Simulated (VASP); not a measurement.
**C (strained diamond): one r²SCAN single-point calculation in two programs**

```yaml
crystal:
  lattice:
    - [0.00000, 1.70892, 1.70892]
    - [1.70892, 0.00000, 1.70892]
    - [1.70892, 1.70892, 0.00000]
  atoms:
    - { symbol: C, position: [0.00000, 0.00000, 0.00000] }
    - { symbol: C, position: [0.25000, 0.25000, 0.25000] }
```

Each program uses its own PAW datasets. VASP's cell holds 8 valence electrons and Ansatz's 8. Ansatz's stress includes a Pulay correction; VASP's doesn't.

Cutoffs: 520 eV in VASP, 500 eV in Ansatz. k meshes: 12×12×12 and 12×12×12.

```tsv
	VASP	Ansatz
gap between bands v and c	4.63 eV	4.67 eV
least direct gap	6.19 eV	6.24 eV
pressure	70.6 GPa	68.9 GPa
```

Band v is the last that the valence electrons fill when counted band by band, and c is the next. Levels in eV from the top of v, Ansatz:

```tsv
point	v−1	v	c	c+1
Γ	0.00	0.00	6.24	6.24
X	-7.49	-7.49	5.31	5.31
K	-11.05	-6.39	6.34	12.31
L	-3.33	-3.33	9.46	9.46
W	-9.89	-9.89	11.88	11.88
```

VASP:

| point | v−1 | v | c | c+1 |
| --- | --- | --- | --- | --- |
| Γ | 0.00 | 0.00 | 6.19 | 6.19 |
| X | -7.51 | -7.51 | 5.28 | 5.28 |
| K | -11.08 | -6.41 | 6.31 | 12.30 |
| L | -3.34 | -3.34 | 9.41 | 9.41 |
| W | -9.92 | -9.92 | 11.87 | 11.87 |
